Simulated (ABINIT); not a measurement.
A run of ABINIT 10.8.3 (patched build) is set up as follows.

run.abi

```
# Pseudopotentials
pp_dirpath "./"
pseudos "W.upf, C.upf"

# Structure
acell 2.9065 2.9065 2.8366 Angstrom
rprim
     1.0000000000     0.0000000000     0.0000000000
    -0.5000000000     0.8660254038     0.0000000000
     0.0000000000     0.0000000000     1.0000000000
ntypat 2
znucl 74 6
natom 2
typat 1 2
xred
     0.0000000000     0.0000000000     0.0000000000
     0.6666666667     0.3333333333     0.5000000000

# Plane-wave basis
ecut 37.0

# k points
kptopt 1
ngkpt 8 8 7
nshiftk 1
shiftk 0.0 0.0 0.0

# Exchange and correlation
ixc -116133

# Bands and occupations
nband 13
occopt 3
tsmear 0.00183747

# SCF cycle
nstep 100
tolvrs 1.0e-10

# Output
iomode 3
prtwf 0
prtden 0
prteig 0
prtebands 0
enunit 1
```

Potentials or basis: PseudoDojo NC SR PBEsol v0.4.1 standard.

Run with:

```sh
$ abinit run.abi > log 2>&1
```

Task: What does it give for the pressure?

Result: -3.5 GPa.

Task: Estimate the band gap on the k mesh.

Result: None (metal or under the smearing width).

Stress tensor (GPa, compression positive):
```
-2.92  0.00  0.00
 0.00 -2.92  0.00
 0.00  0.00 -4.53
```

The run has no spin-orbit coupling, so splittings on W are missing.
